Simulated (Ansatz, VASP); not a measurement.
## Ag in VASP and in Ansatz

```xyz
1
Lattice="0.0000 2.0427 1.9610 2.0427 0.0000 1.9610 2.0427 2.0427 0.0000" Properties=species:S:1:pos:R:3 pbc="T T T"
Ag    0.0000    0.0000    0.0000
```

Alike in both runs: task single point; functional PBE; k mesh 10 × 10 × 10; occupations fermi-dirac, width 0.05 eV; no spin polarisation.

|  | VASP | Ansatz |
| --- | --- | --- |
| version | VASP 6.6.1 | Ansatz 0.2.0 |
| potentials or method | VASP PAW PBE potentials, release 64 (Ag) | Ansatz PAW |
| plane-wave cutoff (eV) | 520 | 420 |
| valence electrons in the cell | 11 | 19 |

```csv
,VASP,Ansatz,Ansatz less VASP
gap on the k mesh at the Fermi level (eV),none,none,-
pressure (GPa),10.4,10.6,+0.21
largest component of the traceless stress (GPa),0.72,0.75,+0.025
```

A gap of «none» marks a metal or a gap that the smearing closes. The two sets of potentials don't hold the same shells in valence.
